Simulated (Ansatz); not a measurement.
# SiC₂ and its competing phases

All numbers below come from DFT PBE, scalar-relativistic, plane waves, PAW in Ansatz 0.2.0. All cells share a 420 eV cutoff and Γ-centred k meshes spaced at most about 0.3 Å⁻¹ (about 0.25 or finer for metals, 2π included). No spin polarisation.

The zero of energy is the elements' standard structures at the same level; no fitted shifts are applied.

All energies are static (0 K, no zero-point motion). The reference form of C is held partly by dispersion forces, which this level lacks.

The competitors are the elements and 1 reference phase of this chemical system (from databases or known types: SiC), relaxed at the same level; other known phases may be missing.

The candidate was reached from: Si and C ordered on hcp sites.

```cif
data_structure
_symmetry_space_group_name_H-M 'P6_3/mmc'
_symmetry_Int_Tables_number 194
_cell_length_a 2.5455
_cell_length_b 2.5455
_cell_length_c 8.9997
_cell_angle_alpha 90.000
_cell_angle_beta 90.000
_cell_angle_gamma 120.000
_cell_volume 50.50
loop_
_atom_site_label
_atom_site_type_symbol
_atom_site_symmetry_multiplicity
_atom_site_Wyckoff_symbol
_atom_site_fract_x
_atom_site_fract_y
_atom_site_fract_z
_atom_site_occupancy
Si1 Si 2 d 0.33333 0.66667 0.75000 1
C1 C 4 f 0.33333 0.66667 0.97650 1
```

Task: Where does it stand against these competitors?

Result: Not stable. Its formation energy is 0.356 eV/atom. The lowest competing mixture at this composition is this:

```
phase       space group             source  share of atoms  ΔE_f (eV/atom)
    C                 -            element          0.3333         -0.0002
  SiC  P6_3mc (No. 186)  Materials Project          0.6667          -0.204
```

The lowest database cell of C (-0.0002) lies slightly below the reference, hence the non-zero entry.

The mixture lies at -0.136 eV/atom, and the candidate lies 0.49 eV/atom above it. The candidate matches no cell in the subsets of the Crystallography Open Database and the Materials Project at hand. The margin is far too high for a likely synthesis. It holds Si–Si nets (shortest 2.55 Å) and C–C nets (shortest 1.53 Å).
